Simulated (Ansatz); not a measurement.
# NaCl: the cost of one run

Program: Ansatz 0.2.0. PAW datasets, plane waves. Calculated at 0 K for a non-magnetic cell.

The COD entry's cell or inner coordinates are ideal or old and differ from later refinements, so a difference from it is no clean test against experiment.

### Step 1. The cell

The unstrained cell was relaxed with r2SCAN; in each strained cell the atoms were relaxed again with r2SCAN. Names of k-points are those of the unstrained zone, where strain can split equivalent points. First state: +6.0 % biaxial strain in x and y, free along z.

Space group I4/mmm (No. 139), tetragonal; a = 4.201 Å, c = 5.489 Å in the conventional setting, 24.22 Å³ an atom. Near Na stand 6 Cl at 2.74–2.97 Å; near Cl stand 6 Na at 2.74–2.97 Å.

As a file:

```cif
data_structure
_symmetry_space_group_name_H-M 'P 1'
_symmetry_Int_Tables_number 1
_cell_length_a 4.0442
_cell_length_b 4.0442
_cell_length_c 4.2011
_cell_angle_alpha 58.709
_cell_angle_beta 58.709
_cell_angle_gamma 62.583
_cell_volume 48.44
loop_
_atom_site_label
_atom_site_type_symbol
_atom_site_fract_x
_atom_site_fract_y
_atom_site_fract_z
_atom_site_occupancy
Na1 Na 0.00000 0.00000 0.00000 1
Cl1 Cl 0.50000 0.50000 0.50000 1
```

### Step 2. +6.0 % biaxial strain in x and y, free along z: PBE

The input, input.yaml:

```yaml
crystal:
  lattice:
    - [0.0, 2.9706156143, 2.7443320605]
    - [2.9706156143, 0.0, 2.7443320605]
    - [2.9706156143, 2.9706156143, 0.0]
  atoms:
    - { symbol: Na, position: [0.0, 0.0, 0.0] }
    - { symbol: Cl, position: [0.5, 0.5, 0.5] }
kpoints:
  mp_grid: { grid: [8, 8, 8] }
  band_path:
    path:
      - [0.0, 0.0, 0.0]
      - [0.5, 0.0, 0.5]
      - [0.625, 0.25, 0.625]
      - [0.375, 0.375, 0.75]
      - [0.5, 0.5, 0.5]
      - [0.5, 0.25, 0.75]
    npoints: 1
hamiltonian:
  xc: pbe
scf:
  occupations: { method: fermi_dirac, width: 0.02 }
  n_extra_bands: 4
output:
  forces: true
  stress: true
  eigenvalues: true
  write_density: true
  write_potential: true
  elf: true
  volumetric_format: npy
```

Launch:

```console
$ ansatz run input.yaml --threads 4 --pin off --max-ram 5529MiB --backend cpu --events-out ev --progress --plain --runs-dir out
```

What time and memory should one allow on 4 threads of AMD EPYC (Zen 3), shared host?

About 4.9 s, with a peak of 0.35 GiB.
